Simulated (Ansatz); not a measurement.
Crystal: C.

```
CELL_PARAMETERS angstrom
2.52210 0.00000 0.00000
-1.26105 2.18420 0.00000
0.00000 0.00000 8.23710
ATOMIC_POSITIONS crystal
C 0.66667 0.33333 0.84375
C 0.33333 0.66667 0.34375
C 0.66667 0.33333 0.65625
C 0.33333 0.66667 0.15625
C 0.00000 0.00000 0.90625
C 0.00000 0.00000 0.40625
C 0.00000 0.00000 0.59375
C 0.00000 0.00000 0.09375
```

This is a hexagonal form of diamond, not graphite.

| Property | Result |
| --- | --- |
| Program | Ansatz 0.2.0 |
| Task | relaxation of cell and atoms |
| Functional | PBE |
| Dispersion | D3(BJ) |
| Potentials or basis | Ansatz PAW |
| Cutoff | 420 eV (not typed: the program's choice for these potentials) |
| k mesh | 12 × 12 × 4 |
| Occupations | fermi-dirac, width 0.05 eV |
| Spin | no spin polarisation |

At the start: volume 5.67 Å³/atom.

Where does the relaxation end?

It ends after 7 steps and the volume is 5.63 Å³/atom (-0.7 %); space group P6_3/mmc (No. 194, to 0.05 Å).

The path:
```
step  energy change (eV)  largest force (eV/Å)  volume (Å³)
   1              0.0000                0.3282        45.38
   2             -0.0178                0.3592        45.17
   3             -0.0228                0.1795        45.11
   4             -0.0244                0.0028        45.05
   5             -0.0224                0.0038        45.05
   6             -0.0225                0.0004        45.04
   7             -0.0223                0.0004        45.04
```

Final structure:
```
C
1.0
     2.50765    0.00000    0.00000
    -1.25382    2.17169    0.00000
     0.00000    0.00000    8.27080
C
8
Direct
  0.66667 0.33333 0.84445
  0.33333 0.66667 0.34445
  0.66667 0.33333 0.65555
  0.33333 0.66667 0.15555
  0.00000 0.00000 0.90703
  0.00000 0.00000 0.40703
  0.00000 0.00000 0.59297
  0.00000 0.00000 0.09297
```

Caveat: the plane-wave basis is chosen anew once the cell has moved, so the energies of steps on either side of that aren't comparable; the pressure holds a Pulay correction of +1.0 GPa for the finite cutoff.
